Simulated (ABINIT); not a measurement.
A calculation with ABINIT 10.8.3 (patched build) of Al (native input, structure from a POSCAR):

The input run.abi:

```
pp_dirpath "./"
pseudos "Al.GGA_PBE-JTH.xml"

structure "poscar:POSCAR"
natom 2
chkprim 0
chksymtnons 0
tolsym 1.0e-6

ecut 408.170794 eV
pawecutdg 30.0
pawxcdev 0

kptopt 1
ngkpt 10 10 7
nshiftk 1
shiftk 0.0 0.0 0.0

ixc 11

nband 7
occopt 3
tsmear 0.05 eV

nstep 100
tolvrs 1.0e-9

iomode 3
prtwf 0
prtden 0
prteig 0
prtebands 0
```

Contents of POSCAR:

```
Al
1.0
   -1.4063174600      1.8857434000      1.6638188300
    1.5025265500     -1.6837595700      1.5580441000
    2.6055416700      3.2662006400      0.2981929100
Al
2
Direct
    0.0063271800      0.0046127300      0.0070204900  Al
    0.4936728200      0.4953872700      0.4929795100  Al
```

Potentials or basis: JTH PAW PBE v2.0.

The run is started by

```bash
$ abinit run.abi > log 2>&1
```

This isn't the form of Al at room conditions, which is fcc.

Q: Write the same calculation in another form: ASE script, Cartesian positions.

A: As run:

Contents of run.py:

```python
import json, os
import numpy as np
from ase.units import GPa
from ase.calculators.abinit import Abinit, AbinitProfile
from ase.io import read

atoms = read('Al.xyz')

profile = AbinitProfile(command='abinit', pp_paths=[os.path.abspath('pseudos')])
params = dict(
    pps='pawxml', xc='PBE',
    chksymtnons=0,
    tolsym=1e-06,
    ecut=408.1708,
    pawecutdg=816.3416,
    pawxcdev=0,
    kptopt=1,
    ngkpt=[10, 10, 7],
    nshiftk=1,
    shiftk=[0.0, 0.0, 0.0],
    ixc=11,
    nband=7,
    occopt=3,
    tsmear=0.05,
    nstep=100,
    tolvrs=1e-09,
    prtwf=0,
    prtden=0,
)

atoms.calc = Abinit(profile=profile, directory='run', **params)
energy = atoms.get_potential_energy()
forces = atoms.get_forces()
stress = atoms.get_stress()
print(f'energy {energy:.6f} eV')
print('forces (eV/A)')
print(np.round(forces, 5))
print('stress (GPa, Voigt, tension positive)', np.round(stress / GPa, 4))
json.dump(dict(energy=energy, forces=forces.tolist(), stress=stress.tolist(), cell=atoms.cell.tolist(), frac=atoms.get_scaled_positions(wrap=False).tolist()), open('results.json', 'w'))
```

File Al.xyz:

```xyz
2
Lattice="-1.4063174600 1.8857434000 1.6638188300 1.5025265500 -1.6837595700 1.5580441000 2.6055416700 3.2662006400 0.2981929100" Properties=species:S:1:pos:R:3 pbc="T T T"
Al     0.0163249048      0.0270950386      0.0198075783
Al     1.3345504752      1.7069971964      1.7402203417
```

Potentials or basis: JTH PAW PBE v2.0.

Run with:

```bash
$ python run.py
```

Both were run:

|  | native input, structure from a POSCAR | ASE script, Cartesian positions |
| --- | --- | --- |
| Pressure | 14.9 GPa | 14.9 GPa |
| Largest force | 0.456 eV/Å | 0.456 eV/Å |
| Band gap on the k mesh | none (metal or under the smearing width) | none (metal or under the smearing width) |
| Valence electrons inside the program's atomic spheres | Al 0.81 (radii [1.0074] Å) | Al 0.81 (radii [1.0074] Å) |

Keys that steer only the numerical path or the files written may differ.
